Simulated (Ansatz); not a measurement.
Ga:

```xyz
2
Lattice="1.3830 -4.0265 0.0000 1.3830 4.0265 0.0000 -0.1174 0.0000 3.3299" Properties=species:S:1:pos:R:3 pbc="T T T"
Ga    1.2949    2.9716    2.4974
Ga    1.3536   -2.9716    0.8325
```

This isn't the form of Ga at room conditions, which is orthorhombic.

Base run:

- Program: Ansatz 0.2.0
- Functional: LDA
- Potentials or basis: Ansatz PAW
- Cutoff: 420 eV
- Density cutoff: 1680 eV
- k mesh: 10 × 10 × 8
- Occupations: fermi-dirac, width 0.05 eV
- Spin: no spin polarisation

Its results: band gap on the k mesh none (metal or under the smearing width); pressure -4.0 GPa; largest force 0.180 eV/Å.

**Question.** The run is repeated on the same cell with these changes: functional from LDA to PBEsol. What comes out?

**Answer.** Band gap on the k mesh none (metal or under the smearing width); pressure -2.0 GPa; largest force 0.197 eV/Å.

PBEsol binds less tightly than LDA, so the same cell stands under more pressure.

Caveats: the PAW data sets come from PBE, with cores solved anew for the run's functional, which leaves a small shift of forces and pressure.

Not every run made on this cell is shown here.
